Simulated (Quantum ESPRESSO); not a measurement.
# Bi2Se3 (Paraguanajuatite) (R-3m) in Quantum ESPRESSO: band structure with PBEsol

Aim: the band structure of Bi2Se3 (Paraguanajuatite) with PBEsol.

Program: Quantum ESPRESSO 7.5. These are calculated values, not measurements. Logs are shortened: lines on timing, memory, paths and dates and some standing lists are left out, and cuts for length are marked.

### 1 The crystal as given

Symmetry: R-3m, No. 166, trigonal system. The conventional cell has a = 4.143 Å, b = 4.143 Å, c = 28.636 Å, α = 90.00°, β = 90.00°, γ = 120.00°. Around Bi (site symmetry 3m) lie 6 Se at 2.85 to 3.07 Å. Se (site symmetry 3m) has 3 Bi at 2.85 Å as nearest neighbours. Around Se (site symmetry -3m) lie 6 Bi at 3.07 Å.

### 2 Band structure, PBEsol

File pw.in:

```
&CONTROL
  calculation = 'scf'
  prefix = 'pwscf'
  outdir = './tmp'
  pseudo_dir = './pseudo'
  tprnfor = .true.
  tstress = .true.
  disk_io = 'low'
/
&SYSTEM
  ibrav = 0
  celldm(1) = 8
  nat = 5
  ntyp = 2
  ecutwfc = 86
  nbnd = 51
  occupations = 'smearing'
  smearing = 'fd'
  degauss = 0.00367493
/
&ELECTRONS
  conv_thr = 1d-09
  electron_maxstep = 120
  mixing_beta = 0.5
/
ATOMIC_SPECIES
Bi   208.9804 Bi.upf
Se    78.9710 Se.upf
CELL_PARAMETERS alat
  0.4893209583953   0.2825095870434   2.2547582210248
 -0.4893209583953   0.2825095870434   2.2547582210248
  0.0000000000000  -0.5650191741105   2.2547582210248
ATOMIC_POSITIONS crystal
Bi     0.5992000000    0.5992000000    0.5992000000
Bi     0.4008000000    0.4008000000    0.4008000000
Se     0.7883000000    0.7883000000    0.7883000000
Se     0.2117000000    0.2117000000    0.2117000000
Se     0.0000000000    0.0000000000    0.0000000000
K_POINTS automatic
8 8 8 0 0 0
```

File bands.in:

```
&CONTROL
  calculation = 'bands'
  prefix = 'pwscf'
  outdir = './tmp'
  pseudo_dir = './pseudo'
  disk_io = 'low'
  verbosity = 'high'
/
&SYSTEM
  ibrav = 0
  celldm(1) = 8
  nat = 5
  ntyp = 2
  ecutwfc = 86
  nbnd = 51
  occupations = 'smearing'
  smearing = 'fd'
  degauss = 0.00367493
/
&ELECTRONS
  conv_thr = 1d-08
  electron_maxstep = 120
  mixing_beta = 0.5
  diago_full_acc = .true.
  startingwfc = 'random'
/
ATOMIC_SPECIES
Bi   208.9804 Bi.upf
Se    78.9710 Se.upf
CELL_PARAMETERS alat
  0.4893209583953   0.2825095870434   2.2547582210248
 -0.4893209583953   0.2825095870434   2.2547582210248
  0.0000000000000  -0.5650191741105   2.2547582210248
ATOMIC_POSITIONS crystal
Bi     0.5992000000    0.5992000000    0.5992000000
Bi     0.4008000000    0.4008000000    0.4008000000
Se     0.7883000000    0.7883000000    0.7883000000
Se     0.2117000000    0.2117000000    0.2117000000
Se     0.0000000000    0.0000000000    0.0000000000
K_POINTS crystal
60
 0.0000000000  0.0000000000  0.0000000000 1
 0.0555555556  0.0000000000  0.0000000000 1
 0.1111111111  0.0000000000  0.0000000000 1
 0.1666666667  0.0000000000  0.0000000000 1
 0.2222222222  0.0000000000  0.0000000000 1
 0.2777777778  0.0000000000  0.0000000000 1
 0.3333333333  0.0000000000  0.0000000000 1
 0.3888888889  0.0000000000  0.0000000000 1
 0.4444444444  0.0000000000  0.0000000000 1
 0.5000000000  0.0000000000  0.0000000000 1
 0.5000000000  0.0354265065 -0.0354265065 1
 0.5000000000  0.0708530130 -0.0708530130 1
 0.5000000000  0.1062795195 -0.1062795195 1
 0.5000000000  0.1417060260 -0.1417060260 1
 0.5000000000  0.1771325325 -0.1771325325 1
 0.8228674675  0.5000000000  0.1771325325 1
 0.7905807207  0.5000000000  0.2094192793 1
 0.7582939740  0.5000000000  0.2417060260 1
 0.7260072272  0.5000000000  0.2739927728 1
 0.6937204805  0.5000000000  0.3062795195 1
 0.6614337337  0.5000000000  0.3385662663 1
 0.6291469870  0.5000000000  0.3708530130 1
 0.5968602402  0.5000000000  0.4031397598 1
 0.5645734935  0.5000000000  0.4354265065 1
 0.5322867467  0.5000000000  0.4677132533 1
 0.5000000000  0.5000000000  0.5000000000 1
 0.3333333333  0.3333333333  0.3333333333 1
 0.1666666667  0.1666666667  0.1666666667 1
 0.0000000000  0.0000000000  0.0000000000 1
 0.0307787515  0.0000000000 -0.0307787515 1
 0.0615575030  0.0000000000 -0.0615575030 1
 0.0923362544  0.0000000000 -0.0923362544 1
 0.1231150059  0.0000000000 -0.1231150059 1
 0.1538937574  0.0000000000 -0.1538937574 1
 0.1846725089  0.0000000000 -0.1846725089 1
 0.2154512603  0.0000000000 -0.2154512603 1
 0.2462300118  0.0000000000 -0.2462300118 1
 0.2770087633  0.0000000000 -0.2770087633 1
 0.3077875148  0.0000000000 -0.3077875148 1
 0.3385662663  0.0000000000 -0.3385662663 1
 0.6614337337  0.3385662663  0.0000000000 1
 0.6291469870  0.3708530130  0.0000000000 1
 0.5968602402  0.4031397598  0.0000000000 1
 0.5645734935  0.4354265065  0.0000000000 1
 0.5322867467  0.4677132533  0.0000000000 1
 0.5000000000  0.5000000000  0.0000000000 1
 0.6614337337  0.6614337337  0.1771325325 1
 0.6452903604  0.6452903604  0.2094192793 1
 0.6291469870  0.6291469870  0.2417060260 1
 0.6130036136  0.6130036136  0.2739927728 1
 0.5968602402  0.5968602402  0.3062795195 1
 0.5807168669  0.5807168669  0.3385662663 1
 0.5645734935  0.5645734935  0.3708530130 1
 0.5484301201  0.5484301201  0.4031397598 1
 0.5322867467  0.5322867467  0.4354265065 1
 0.5161433734  0.5161433734  0.4677132533 1
 0.5000000000  0.5000000000  0.5000000000 1
 0.5000000000  0.0000000000  0.0000000000 1
 0.6614337337  0.1692831331  0.1692831331 1
 0.8228674675  0.3385662663  0.3385662663 1
```

Potentials or basis: PseudoDojo 0.4.1 SR PBEsol standard.

Started as:

```sh
$ OMP_NUM_THREADS=1 mpirun -n 2 pw.x -nk 2 -in pw.in > pw.out
$ OMP_NUM_THREADS=1 mpirun -n 2 pw.x -nk 2 -in bands.in > bands.out
```

pw.out:

```text
This program is part of the open-source Quantum ESPRESSO suite
     for quantum simulation of materials; please cite
[... 13 lines left out ...]
     --------------------
     sticks:   dense  smooth     PW     G-vecs:    dense   smooth      PW
     Sum        3885    3885   1147               103055   103055   16641

     Using Slab Decomposition

     bravais-lattice index     =            0
     lattice parameter (alat)  =       8.0000  a.u.
     unit-cell volume          =     957.5208 (a.u.)^3
     number of atoms/cell      =            5
     number of atomic types    =            2
     number of electrons       =        78.00
     number of Kohn-Sham states=           51
     kinetic-energy cutoff     =      86.0000  Ry
     charge density cutoff     =     344.0000  Ry
     scf convergence threshold =      1.0E-09
     mixing beta               =       0.5000
     number of iterations used =            8  plain     mixing
     Exchange-correlation= PBESOL
                           (   1   4  10   8   0   0   0)

     celldm(1)=   8.000000  celldm(2)=   0.000000  celldm(3)=   0.000000
     celldm(4)=   0.000000  celldm(5)=   0.000000  celldm(6)=   0.000000

     crystal axes: (cart. coord. in units of alat)
               a(1) = (   0.489321   0.282510   2.254758 )
               a(2) = (  -0.489321   0.282510   2.254758 )
               a(3) = (   0.000000  -0.565019   2.254758 )

     reciprocal axes: (cart. coord. in units 2 pi/alat)
               b(1) = (  1.021824  0.589950  0.147836 )
               b(2) = ( -1.021824  0.589950  0.147836 )
               b(3) = ( -0.000000 -1.179901  0.147836 )

     PseudoPot. # 1 for Bi read from file:
     Bi.upf
     Pseudo is Norm-conserving + core correction, Zval = 15.0
     Generated using ONCVPSP code by D. R. Hamann
     Using radial grid of 1472 points,  6 beta functions with:
                l(1) =   0
                l(2) =   0
                l(3) =   1
                l(4) =   1
                l(5) =   2
                l(6) =   2

     PseudoPot. # 2 for Se read from file:
     Se.upf
     Pseudo is Norm-conserving + core correction, Zval = 16.0
     Generated using ONCVPSP code by D. R. Hamann
     Using radial grid of 1198 points,  6 beta functions with:
                l(1) =   0
                l(2) =   0
                l(3) =   1
                l(4) =   1
                l(5) =   2
                l(6) =   2

     atomic species   valence    mass     pseudopotential
     Bi               15.00   208.98040     Bi( 1.00)
     Se               16.00    78.97100     Se( 1.00)

     12 Sym. Ops., with inversion, found

   Cartesian axes

     site n.     atom                  positions (alat units)
         1        Bi     tau(   1) = (   0.0000000  -0.0000000   4.0531534  )
         2        Bi     tau(   2) = (   0.0000000  -0.0000000   2.7111213  )
         3        Se     tau(   3) = (   0.0000000  -0.0000000   5.3322777  )
         4        Se     tau(   4) = (  -0.0000000  -0.0000000   1.4319969  )
         5        Se     tau(   5) = (   0.0000000   0.0000000   0.0000000  )

     number of k points=    65  Fermi-Dirac smearing, width (Ry)=  0.0037
                       cart. coord. in units 2pi/alat
        k(    1) = (   0.0000000   0.0000000   0.0000000), wk =   0.0039062
        k(    2) = (  -0.0000000  -0.1474876   0.0184794), wk =   0.0234375
        k(    3) = (  -0.0000000  -0.2949752   0.0369589), wk =   0.0234375
        k(    4) = (  -0.0000000  -0.4424629   0.0554383), wk =   0.0234375
        k(    5) = (   0.0000000   0.5899505  -0.0739178), wk =   0.0117188
        k(    6) = (  -0.1277280  -0.0737438   0.0369589), wk =   0.0234375
[... 57 lines left out ...]
        k(   64) = (   0.8940962   0.3687191  -0.0739178), wk =   0.0234375
        k(   65) = (   0.0000000   0.0000000  -0.2217533), wk =   0.0039062

     Dense  grid:   103055 G-vectors     FFT dimensions: ( 120, 120, 120)

     Initial potential from superposition of free atoms

     starting charge      77.9983, renormalised to      78.0000
     Starting wfcs are   45 randomized atomic wfcs +    6 random wfcs

     Self-consistent Calculation

     iteration #  1     ecut=    86.00 Ry     beta= 0.50
     Davidson diagonalization with overlap
     ethr =  1.00E-02,  avg # of iterations =  6.0

     Threshold (ethr) on eigenvalues was too large:
     Diagonalizing with lowered threshold

     Davidson diagonalization with overlap
     ethr =  3.01E-04,  avg # of iterations =  3.8

     total energy              =   -1054.42530543 Ry
     estimated scf accuracy    <       0.22830387 Ry

     iteration #  2     ecut=    86.00 Ry     beta= 0.50
     Davidson diagonalization with overlap
     ethr =  2.93E-04,  avg # of iterations =  5.1

     total energy              =   -1054.39079221 Ry
     estimated scf accuracy    <       0.59979710 Ry

     iteration #  3     ecut=    86.00 Ry     beta= 0.50
     Davidson diagonalization with overlap
     ethr =  2.93E-04,  avg # of iterations =  3.7

     total energy              =   -1054.48808512 Ry
     estimated scf accuracy    <       0.18519328 Ry
[... 33 lines left out ...]
     total energy              =   -1054.50681010 Ry
     estimated scf accuracy    <       0.00000002 Ry

     iteration #  9     ecut=    86.00 Ry     beta= 0.50
     Davidson diagonalization with overlap
     ethr =  2.00E-11,  avg # of iterations =  4.0

     total energy              =   -1054.50681010 Ry
     estimated scf accuracy    <          3.4E-09 Ry

     iteration # 10     ecut=    86.00 Ry     beta= 0.50
     Davidson diagonalization with overlap
     ethr =  4.42E-12,  avg # of iterations =  2.0

     End of self-consistent calculation

          k = 0.0000 0.0000 0.0000 ( 12917 PWs)   bands (ev):

   -38.1809 -38.1809 -38.1808 -38.1808 -38.1683 -38.1683 -38.1677 -38.1677
   -38.1630 -38.1629 -38.0539 -38.0416 -38.0416 -37.9999 -37.9999 -13.7202
   -13.7202 -13.7183 -13.7183 -13.7064 -13.7038 -13.6963 -13.6963 -13.6936
   -13.6936  -5.1707  -4.4420  -3.5597  -0.2545   0.5053   7.0784   7.1681
     7.4287   7.4287   7.4329   7.4329   8.0925   8.0925   9.2971   9.4312
    10.6510  10.6510  11.3822  11.9882  11.9882  15.0654  16.2177  16.2574
    16.2574  16.2704  17.0269

          k =-0.0000-0.1475 0.0185 ( 12918 PWs)   bands (ev):

   -38.1809 -38.1809 -38.1808 -38.1808 -38.1683 -38.1683 -38.1677 -38.1677
   -38.1630 -38.1628 -38.0538 -38.0416 -38.0416 -37.9999 -37.9999 -13.7224
   -13.7202 -13.7165 -13.7147 -13.7042 -13.7016 -13.6985 -13.6968 -13.6955
   -13.6936  -5.0282  -4.3206  -3.4760  -0.3468   0.3430   6.2456   6.3296
     6.9258   6.9972   7.5215   7.9297   7.9611   8.3173   8.5656  10.3778
    11.0417  11.1269  11.3806  11.9770  12.2376  14.6876  15.2801  16.3812
    16.5503  16.8592  17.2791
[... 383 lines left out ...]
   -38.1809 -38.1808 -38.1807 -38.1806 -38.1684 -38.1682 -38.1679 -38.1676
   -38.1629 -38.1628 -38.0538 -38.0417 -38.0416 -37.9999 -37.9998 -13.7357
   -13.7313 -13.7091 -13.7079 -13.7048 -13.7032 -13.6915 -13.6897 -13.6872
   -13.6849  -3.5411  -3.3748  -3.0881  -1.4260  -1.1037   4.3162   5.0037
     5.2810   5.7122   6.2037   6.4932   7.9518   8.2734   8.6927  10.5060
    11.0674  11.4047  12.9085  13.0683  13.5512  14.3489  15.8594  16.8896
    17.7596  17.9318  18.4585

          k = 0.6386 0.0737-0.0924 ( 12865 PWs)   bands (ev):

   -38.1809 -38.1808 -38.1807 -38.1806 -38.1685 -38.1681 -38.1680 -38.1676
   -38.1628 -38.1628 -38.0538 -38.0417 -38.0416 -37.9998 -37.9998 -13.7283
   -13.7259 -13.7154 -13.7079 -13.7028 -13.7003 -13.6945 -13.6935 -13.6878
   -13.6865  -3.1943  -3.1318  -3.0704  -1.5973  -1.4859   4.3742   4.7947
     5.1502   5.2715   5.8725   6.3698   7.7601   8.2972   8.6791  10.7906
    11.2495  11.7834  13.2475  13.5775  14.0360  14.5655  16.2926  16.6083
    17.0955  17.1548  18.2423

          k = 0.6386-0.0737-0.0739 ( 12870 PWs)   bands (ev):

   -38.1809 -38.1808 -38.1807 -38.1806 -38.1685 -38.1681 -38.1680 -38.1676
   -38.1628 -38.1628 -38.0538 -38.0417 -38.0416 -37.9998 -37.9998 -13.7284
   -13.7259 -13.7153 -13.7079 -13.7029 -13.7003 -13.6945 -13.6935 -13.6880
   -13.6863  -3.2030  -3.1171  -3.0776  -1.5996  -1.4777   4.1494   4.7767
     4.8945   5.8100   6.3806   6.6886   7.1170   8.0020   8.0659  11.4887
    11.8475  12.2904  12.9410  13.0360  13.5631  15.1388  15.2886  16.3276
    16.9725  17.6569  19.0585

          k = 0.5109 0.2950-0.0924 ( 12871 PWs)   bands (ev):

   -38.1809 -38.1808 -38.1808 -38.1806 -38.1684 -38.1683 -38.1678 -38.1676
   -38.1629 -38.1628 -38.0538 -38.0417 -38.0416 -37.9999 -37.9997 -13.7401
   -13.7350 -13.7110 -13.7065 -13.7056 -13.7010 -13.6876 -13.6873 -13.6864
   -13.6844  -3.4386  -3.2847  -3.2803  -1.5496  -1.0024   4.0849   5.0590
     5.4476   5.7881   6.6441   7.0061   7.7260   7.7710   8.1373  10.6052
    11.2652  11.7208  12.2305  12.9198  13.1665  14.4399  15.7756  16.9859
    18.3581  18.9259  19.6752
[... 193 lines left out ...]
   -38.1809 -38.1809 -38.1808 -38.1807 -38.1684 -38.1683 -38.1677 -38.1676
   -38.1630 -38.1628 -38.0538 -38.0416 -38.0416 -37.9999 -37.9998 -13.7254
   -13.7228 -13.7120 -13.7112 -13.7020 -13.7018 -13.6976 -13.6968 -13.6961
   -13.6928  -4.6009  -4.3915  -3.1002  -0.7747   0.1603   5.3309   5.7516
     6.4151   6.9660   7.2138   7.4127   7.6211   8.2582   8.4710  10.8620
    11.2075  11.5076  12.0021  12.4604  12.5417  14.7480  15.1283  15.8280
    15.8493  17.2504  17.5712

          k = 0.0000 0.0000-0.2218 ( 12906 PWs)   bands (ev):

   -38.1809 -38.1809 -38.1808 -38.1808 -38.1683 -38.1683 -38.1677 -38.1677
   -38.1630 -38.1629 -38.0539 -38.0416 -38.0416 -37.9999 -37.9999 -13.7202
   -13.7202 -13.7183 -13.7183 -13.7062 -13.7040 -13.6964 -13.6964 -13.6935
   -13.6935  -5.0099  -4.7770  -3.2670  -0.6988   0.8819   6.5998   7.3144
     7.3144   7.6725   7.6725   7.7107   7.9211   7.9211   8.8196   9.8858
    10.9653  10.9653  11.3069  11.6419  11.6419  15.0140  15.9191  15.9191
    16.1748  16.5708  17.6268

     the Fermi energy is     9.3673 ev

!    total energy              =   -1054.50681011 Ry
     estimated scf accuracy    <          4.0E-10 Ry
     smearing contrib. (-TS)   =      -0.00002322 Ry
     internal energy E=F+TS    =   -1054.50678689 Ry

     The total energy is F=E-TS. E is the sum of the following terms:
     one-electron contribution =    -517.02903439 Ry
     hartree contribution      =     285.64364922 Ry
     xc contribution           =    -229.66566911 Ry
     ewald contribution        =    -593.45573261 Ry

     convergence has been achieved in  10 iterations

     Forces acting on atoms (cartesian axes, Ry/au):

     atom    1 type  1   force =     0.00000000   -0.00000000    0.00671002
     atom    2 type  1   force =     0.00000000    0.00000000   -0.00671002
     atom    3 type  2   force =    -0.00000000    0.00000000    0.00336390
     atom    4 type  2   force =     0.00000000   -0.00000000   -0.00336390
     atom    5 type  2   force =    -0.00000000    0.00000000    0.00000000

     Total force =     0.010615     Total SCF correction =     0.000153

     Computing stress (Cartesian axis) and pressure

          total   stress  (Ry/bohr**3)                   (kbar)     P=       -2.43
  -0.00001558   0.00000000  -0.00000000           -2.29        0.00       -0.00
   0.00000000  -0.00001558  -0.00000000            0.00       -2.29       -0.00
   0.00000000  -0.00000000  -0.00001837            0.00       -0.00       -2.70

=------------------------------------------------------------------------------=
   JOB DONE.
=------------------------------------------------------------------------------=
```

Wall time 32 min (2 MPI ranks of AMD EPYC 9R45 (Zen 5), shared host); peak memory 1.5 GiB.

What came out:

```
Free energy             : -14347.2961 eV
Pressure                : -0.2 GPa
Largest force           : 0.173 eV/Å
Band gap on the k mesh  : 0.13 eV, direct
Band gap along the path : 0.13 eV, direct
```

Forces in eV/Å, atoms in the order of the input:
```
Bi   0.000  0.000  0.173
Bi   0.000  0.000 -0.173
Se   0.000  0.000  0.086
Se   0.000  0.000 -0.086
Se   0.000  0.000  0.000
```

Levels at the corners of the path, in eV from the valence-band top:
```tsv
point	band 36	band 37	band 38	band 39	band 40	band 41	band 42	band 43
Γ	-1.86	-1.20	-1.20	0.00	0.13	1.35	1.35	2.09
L	-3.02	-2.17	-1.23	-0.56	0.77	1.88	2.91	3.12
B1	-2.66	-1.90	-1.07	-0.71	1.60	2.19	2.82	3.75
B	-2.66	-1.90	-1.07	-0.71	1.60	2.19	2.82	3.75
Z	-1.59	-1.38	-1.38	-0.48	0.59	1.67	1.67	2.01
Γ	-1.86	-1.20	-1.20	0.00	0.13	1.35	1.35	2.09
X	-3.02	-1.75	-1.24	-0.69	1.61	2.47	2.56	4.00
Q	-3.02	-1.75	-1.24	-0.69	1.61	2.47	2.56	4.00
F	-1.92	-1.90	-1.64	-1.01	1.28	1.90	2.56	2.95
P1	-2.43	-1.52	-1.41	-1.16	1.26	1.98	2.32	2.93
Z	-1.59	-1.38	-1.38	-0.48	0.59	1.67	1.67	2.01
L	-3.02	-2.17	-1.23	-0.56	0.77	1.88	2.91	3.12
P	-2.43	-1.52	-1.41	-1.16	1.26	1.98	2.32	2.93
```

Caveat: some levels on the path didn't converge; spin-orbit coupling is left out, which as a rule narrows the gap of such compounds by several tenths of an eV. PBEsol gaps usually lie below the measured ones, often by a third to a half.
